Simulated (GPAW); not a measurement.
The system is WS2 (Tungstenite).

```
W S
1.0
     3.18000    0.00000    0.00000
    -1.59000    2.75396    0.00000
     0.00000    0.00000   12.50000
W S
2 4
Direct
  0.66667 0.33333 0.75000
  0.33333 0.66667 0.25000
  0.66667 0.33333 0.37500
  0.33333 0.66667 0.87500
  0.66667 0.33333 0.12500
  0.33333 0.66667 0.62500
```

Base run:

```yaml
Program: GPAW 26.7.0
Functional: PBE
Potentials_or_basis: PAW data sets generated in the run's folder for this functional
Cutoff: 600 eV
Basis: pw
k_mesh: 6 × 6 × 2
Occupations: fermi-dirac, width 0.05 eV
Spin: no spin polarisation
```

Its results: band gap on the k mesh 1.05 eV, indirect (least direct gap 1.73 eV); pressure 2.3 GPa; largest force 0.152 eV/Å.

Problem. The run is repeated on the same cell with these changes: functional from PBE to LDA; potentials or basis from PAW data sets generated in the run's folder for this functional to JTH PAW 2.0, LDA. What comes out?

Solution. Band gap on the k mesh 0.98 eV, indirect (least direct gap 1.72 eV); pressure -6.1 GPa; largest force 0.397 eV/Å.

Caveats: spin-orbit coupling is left out, which moves the levels of the heavy elements; this functional lacks dispersion, which binds the layers, so the pressure and a relaxed spacing across them are unreliable (some runs); the program truncates these outside data sets (some runs).
